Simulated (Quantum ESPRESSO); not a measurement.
Runs of Quantum ESPRESSO 7.5 on CO2. Symmetry: I-42d, No. 122, tetragonal system. Conventional cell: a = 3.949 Å, b = 3.949 Å, c = 6.028 Å, α = 90.00°, β = 90.00°, γ = 90.00°. O (site symmetry 2) is surrounded by 2 C at 1.40 Å. C (site symmetry -4) is surrounded by 4 O at 1.40 Å. The cell comes from a database or a generator and needn't be the stable form of this composition.

| task | level | potentials or basis | form of the LDA correlation | gap on the mesh (eV) | pressure (GPa) | V0 of scaled cells (Å³/atom) | B0 (GPa) | largest force (eV/Å) |
| --- | --- | --- | --- | --- | --- | --- | --- | --- |
| equation of state | PBEsol | GBRV 1.5 PBEsol | - | - | - | (a) | 275 | - |
| band structure | LDA | GBRV 1.5 LDA | PZ81 | (b) | -12.3 | - | - | 0.41 |
| equation of state | LDA | GBRV 1.5 LDA | PZ81 | - | - | 7.50 | 295 | - |
| band structure | PBEsol | GBRV 1.5 PBEsol | - | 7.58 | -5.5 | - | - | 0.13 |

Alike in all rows: no spin polarisation; cell as given; k mesh 9 × 9 × 9; cutoff (eV) 612; smearing fermi-dirac 0.05 eV.

Q: Estimate the missing entries.

A: (a) 7.69; (b) 7.47.

Caveats: the cell was scaled at fixed shape and fractional positions, which overstates the stiffness of a crystal with free parameters, most of all of layers and chains (some runs).

Runs at the PBE level aren't shown here.
